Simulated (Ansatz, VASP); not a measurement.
Ba in VASP and in Ansatz

```
CELL_PARAMETERS angstrom
4.65654 0.00000 0.00000
-2.32827 4.03268 0.00000
0.00000 0.00000 3.91341
ATOMIC_POSITIONS crystal
Ba 0.00000 0.00000 0.00000
```

Change from the starting cell: strain +0.080 along x and y, +0.000 along z, atoms carried along.

Alike in both runs: task single point; functional LDA; k mesh 15 × 15 × 12; occupations gaussian, width 0.15 eV; no spin polarisation.

|  | VASP | Ansatz |
| --- | --- | --- |
| version | VASP 6.6.1 | Ansatz 0.2.0 |
| potentials or method | VASP PAW LDA potentials, release 64 (Ba_sv) | scalar-relativistic, plane waves, PAW |
| plane-wave cutoff (eV) | 520 | 420 |
| valence electrons in the cell | 10 | 10 |

|  | VASP | Ansatz | Ansatz less VASP |
| --- | --- | --- | --- |
| gap on the k mesh at the Fermi level (eV) | none | none | - |
| pressure (GPa) | -1.8 | -1.9 | -0.02 |
| largest component of the traceless stress (GPa) | 1.65 | 1.63 | -0.016 |

A gap of «none» marks a metal or a gap that the smearing closes.

The runs have no spin-orbit coupling, so splittings on Ba are missing.
